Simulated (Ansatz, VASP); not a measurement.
# SrO in VASP and in Ansatz

INCAR

```
PREC     = Accurate       # precision mode
ENCUT    = 520            # plane-wave cutoff, eV
EDIFF    = 1E-7           # SCF threshold, eV
ISMEAR   = -1             # smearing method
SIGMA    = 0.02           # smearing width, eV
LREAL    = False          # projectors in reciprocal space
LASPH    = True           # aspherical terms in the spheres
NELM     = 100            # most SCF steps
ALGO     = Normal         # electronic algorithm
ISIF     = 2              # what is computed and relaxed
LWAVE    = False          # write WAVECAR
LCHARG   = False          # write CHGCAR
GGA      = PE             # functional
NBANDS   = 15             # bands
```

The input KPOINTS:

```
regular mesh
0
Gamma
  6 6 6
```

POSCAR

```
SrO
1.0
    0.0000000000      2.5663000000      2.5663000000
    2.5663000000      0.0000000000      2.5663000000
    2.5663000000      2.5663000000      0.0000000000
Sr O
1 1
Direct
    0.5192770000      0.5012170000      0.5035900000
   -0.0153760000      0.0280210000     -0.0066030000
```

input.yaml

```yaml
crystal:
  lattice:
    - [0.0, 2.5663, 2.5663]
    - [2.5663, 0.0, 2.5663]
    - [2.5663, 2.5663, 0.0]
  atoms:
    - { symbol: Sr, position: [0.519277, 0.501217, 0.50359] }
    - { symbol: O, position: [-0.015376, 0.028021, -0.006603] }
kpoints:
  mp_grid: { grid: [6, 6, 6] }
scf:
  occupations: { method: fermi_dirac, width: 0.02 }
hamiltonian:
  xc: pbe
  pseudopotentials: { kind: all_electron, lapw: { basis_error: 0.003 } }
output:
  forces: true
  stress: true
  eigenvalues: true
```

Change from the starting cell: atoms moved at random, drawn with an rms of 0.1 Å.

Alike in both runs: task single point; functional PBE; k mesh 6 × 6 × 6; occupations fermi-dirac, width 0.02 eV; no spin polarisation.

|  | VASP | Ansatz |
| --- | --- | --- |
| version | VASP 6.6.1 | Ansatz 0.2.0 |
| potentials or method | VASP PAW PBE potentials, release 64 (Sr_sv, O) | all-electron LAPW, scalar-relativistic |
| plane-wave cutoff (eV) | 520 | see its input |

Ansatz gave:

| Item | Value |
| --- | --- |
| gap on the k mesh at the Fermi level (eV) | 3.37 |
| least direct gap on the mesh (eV) | 3.41 |
| pressure (GPa) | 3.7 |
| largest component of the traceless stress (GPa) | 0.92 |
| rms of the force components (eV/Å) | 0.173 |

Question: What did VASP give for the same quantities?

Answer: gap on the k mesh at the Fermi level (eV): 3.32; least direct gap on the mesh (eV): 3.38; pressure (GPa): 4.3; largest component of the traceless stress (GPa): 0.97; rms of the force components (eV/Å): 0.184.

Atom by atom the forces differ by 0.011 eV/Å (rms over components). Ansatz ran all-electron here, so the differences hold the error of VASP's frozen core and of both bases.

A k mesh can miss the band edges.
